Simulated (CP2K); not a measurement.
HgTe under changes of volume

One of the cells (32.157 Å³/atom); the others are scaled copies at fixed shape and fractional positions:

```
CELL_PARAMETERS angstrom
4.49720 0.00000 0.00000
2.24860 3.89469 0.00000
2.24860 1.29823 3.67195
ATOMIC_POSITIONS crystal
Hg 0.00000 0.00000 0.00000
Te 0.50000 0.50000 0.50000
```

Measurements of this composition are mostly on another form, of space group No. 216.

| Property | Result |
| --- | --- |
| Program | CP2K 2026.2 |
| Functional | PBE |
| Potentials or basis | POTENTIAL_UZH Hg GTH-PBE-q12, Te GTH-PBE-q6; TZVP-MOLOPT-PBE-GTH basis |
| Density cutoff | 6123 eV |
| k mesh | 7 × 7 × 7 |
| Occupations | fermi-dirac, width 0.05 eV |
| Spin | no spin polarisation |

```tsv
volume (Å³/atom)	energy over the lowest point (meV/atom)	pressure (GPa)
30.228	0.00	-1.3
30.871	7.08	-2.1
31.514	?	?
32.157	29.52	-3.4
32.801	44.12	-3.8
33.444	60.55	-4.3
34.087	78.55	-4.6
```

Question: What does the run at 31.514 Å³/atom give?

Answer: Energy over the lowest point 17.05 meV/atom; pressure -2.8 GPa.

Worked out: A Birch-Murnaghan fit of order 3 (a polynomial in V^(-2/3)) to the other rows has no minimum within the range. It gives 17.06 meV/atom at 31.514 Å³/atom, against the run's 17.05, and -dE/dV = -2.8 GPa, against -2.8.

Energies are extrapolated to zero smearing.

Caveats: the basis of atomic orbitals isn't converged, which shifts pressures, moduli and gaps.
